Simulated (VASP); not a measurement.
# Bi: equation of state in the RPA

Bi, Im-3m (no. 229), 1 atom in the cell. PBE, RPA total energies; PAW potentials Bi_d_GW (PBE set).

k mesh of the exchange step: 6 × 6 × 6; Volumes (share of the given one): 0.92, 0.96, 1, 1.04, 1.08.

## Input

INCAR.step1:
```
SYSTEM = Bi
ISMEAR = 0
SIGMA = 0.1
EDIFF = 1E-8
PREC = Accurate
LASPH = .TRUE.
LREAL = .FALSE.
LCHARG = .FALSE.
ENCUT = 300
GGA = PE
LWAVE = .TRUE.
ALGO = Normal
KPAR = 8
```

INCAR.step2:
```
SYSTEM = Bi
ISMEAR = 0
SIGMA = 0.1
EDIFF = 1E-8
PREC = Accurate
LASPH = .TRUE.
LREAL = .FALSE.
LCHARG = .FALSE.
ENCUT = 300
GGA = PE
ALGO = Eigenval
NELM = 1
LWAVE = .FALSE.
PRECFOCK = Fast
LHFCALC = .TRUE.
AEXX = 1.0
ALDAC = 0.0
AGGAC = 0.0
KPAR = 8
```

INCAR.step3:
```
SYSTEM = Bi
ISMEAR = 0
SIGMA = 0.1
EDIFF = 1E-8
PREC = Accurate
LASPH = .TRUE.
LREAL = .FALSE.
LCHARG = .FALSE.
ENCUT = 300
GGA = PE
ALGO = ACFDT
NOMEGA = 16
LWAVE = .FALSE.
PRECFOCK = Fast
```

KPOINTS:
```
k-points
0
Gamma
  6 6 6
```

POSCAR.step1:
```
Bi
1.0
   -1.9271171952      1.9271171952      1.9271171952
    1.9271171952     -1.9271171952      1.9271171952
    1.9271171952      1.9271171952     -1.9271171952
Bi
1
Direct
    0.0000000000      0.0000000000      0.0000000000
```

POSCAR.step4:
```
Bi
1.0
   -1.9546511608      1.9546511608      1.9546511608
    1.9546511608     -1.9546511608      1.9546511608
    1.9546511608      1.9546511608     -1.9546511608
Bi
1
Direct
    0.0000000000      0.0000000000      0.0000000000
```

POSCAR.step7:
```
Bi
1.0
   -1.9814305318      1.9814305318      1.9814305318
    1.9814305318     -1.9814305318      1.9814305318
    1.9814305318      1.9814305318     -1.9814305318
Bi
1
Direct
    0.0000000000      0.0000000000      0.0000000000
```

POSCAR.step10:
```
Bi
1.0
   -2.0075049763      2.0075049763      2.0075049763
    2.0075049763     -2.0075049763      2.0075049763
    2.0075049763      2.0075049763     -2.0075049763
Bi
1
Direct
    0.0000000000      0.0000000000      0.0000000000
```

POSCAR.step13:
```
Bi
1.0
   -2.0329191296      2.0329191296      2.0329191296
    2.0329191296     -2.0329191296      2.0329191296
    2.0329191296      2.0329191296     -2.0329191296
Bi
1
Direct
    0.0000000000      0.0000000000      0.0000000000
```

Commands (each step's output is kept before the next begins):
```
cat potpaw_PBE.64/Bi_d_GW/POTCAR > POTCAR
cp INCAR.step1 INCAR
cp POSCAR.step1 POSCAR
mpirun -np 8 vasp_std > vasp.out
cp INCAR.step2 INCAR
mpirun -np 8 vasp_std > vasp.out
rm WAVECAR CHG
cp INCAR.step3 INCAR
mpirun -np 8 vasp_std > vasp.out
rm WAVECAR CHG
cp INCAR.step1 INCAR
cp POSCAR.step4 POSCAR
mpirun -np 8 vasp_std > vasp.out
cp INCAR.step2 INCAR
mpirun -np 8 vasp_std > vasp.out
rm WAVECAR CHG
cp INCAR.step3 INCAR
mpirun -np 8 vasp_std > vasp.out
rm WAVECAR CHG
cp INCAR.step1 INCAR
cp POSCAR.step7 POSCAR
mpirun -np 8 vasp_std > vasp.out
cp INCAR.step2 INCAR
mpirun -np 8 vasp_std > vasp.out
rm WAVECAR CHG
cp INCAR.step3 INCAR
mpirun -np 8 vasp_std > vasp.out
rm WAVECAR CHG
cp INCAR.step1 INCAR
cp POSCAR.step10 POSCAR
mpirun -np 8 vasp_std > vasp.out
cp INCAR.step2 INCAR
mpirun -np 8 vasp_std > vasp.out
rm WAVECAR CHG
cp INCAR.step3 INCAR
mpirun -np 8 vasp_std > vasp.out
rm WAVECAR CHG
cp INCAR.step1 INCAR
cp POSCAR.step13 POSCAR
mpirun -np 8 vasp_std > vasp.out
cp INCAR.step2 INCAR
mpirun -np 8 vasp_std > vasp.out
rm WAVECAR CHG
cp INCAR.step3 INCAR
mpirun -np 8 vasp_std > vasp.out
```

## Result

- RPA volume at rest (Å³/atom): 30.12
- RPA bulk modulus (GPa): 45
- PBE volume at rest (Å³/atom): 31.74
- PBE bulk modulus (GPa): 55
- Exact exchange without correlation: volume at rest (Å³/atom): 32.81
- Exact exchange without correlation: bulk modulus (GPa): 55

Energy against volume (meV/atom, each curve from its lowest point):

| Volume (Å³/atom) | PBE | Exact exchange, no correlation | RPA total |
|---|---|---|---|
| 28.63 | 58.6 | 108.5 | 9.1 |
| 29.87 | 18.4 | 49.9 | 0 |
| 31.12 | 0.1 | 14.9 | 5.4 |
| 32.36 | 0 | 0 | 26 |
| 33.61 | 15.2 | 2.2 | 66.4 |

VASP 6.6.1 took 1798 s on 8 cores (Intel Xeon Platinum 8488C (Sapphire Rapids)), a shared host.
